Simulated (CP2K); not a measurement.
Crystal: Zr.

```
Zr
1.0
     3.23200    0.00000    0.00000
    -1.61600    2.79899    0.00000
     0.00000    0.00000    5.14700
Zr
2
Direct
  0.66667 0.33333 0.75000
  0.33333 0.66667 0.25000
```

Base run:

| Property | Result |
| --- | --- |
| Program | CP2K 2026.2 |
| Functional | BLYP |
| Potentials or basis | POTENTIAL_UZH Zr GTH-PBE-q12; TZVP-MOLOPT-PBE-GTH basis |
| Density cutoff | 9524 eV |
| k mesh | 9 × 9 × 5 |
| Occupations | fermi-dirac, width 0.05 eV |
| Spin | no spin polarisation |

Its results: band gap on the k mesh none (metal or under the smearing width); pressure 4.2 GPa.

Question: After a change of settings the same cell gave: band gap on the k mesh none (metal or under the smearing width); pressure -2.4 GPa. Which change was it?
A. functional from BLYP to PBEsol
B. functional from BLYP to LDA
C. functional from BLYP to HLE17
D. functional from BLYP to PBE

Answer: A.

PBEsol binds more tightly than BLYP, so the same cell stands under less pressure.

Caveats: the potentials were made for another functional, which shifts forces and pressure; the basis of atomic orbitals isn't converged, which shifts pressures, moduli and gaps.
